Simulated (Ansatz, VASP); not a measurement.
**Hg in VASP and in Ansatz**

```
Hg
1.0
     0.00000    2.44652    2.44652
     2.44652    0.00000    2.44652
     2.44652    2.44652    0.00000
Hg
1
Direct
  0.00000 0.00000 0.00000
```

Alike in both runs: task single point; functional r2SCAN; k mesh 12 × 12 × 12; occupations gaussian, width 0.05 eV; no spin polarisation.

|  | VASP | Ansatz |
| --- | --- | --- |
| version | VASP 6.6.1 | Ansatz 0.2.0 |
| potentials or method | VASP PAW PBE potentials, release 64 (Hg) | scalar-relativistic, plane waves, PAW |
| plane-wave cutoff (eV) | 520 | 500 |
| valence electrons in the cell | 12 | 20 |

VASP gave:

```
gap on the k mesh at the Fermi level (eV) : none
pressure (GPa)                            : -0.2
```

**Question.** What did Ansatz give for the same quantities?

**Answer.** gap on the k mesh at the Fermi level (eV): none; pressure (GPa): -0.4.

A gap of «none» marks a metal or a gap that the smearing closes. The two sets of potentials don't hold the same shells in valence.

Caveats: the PAW data sets were made with another functional, which shifts forces and pressure a little (VASP). Spin-orbit coupling is left out, which matters for the levels of Hg.
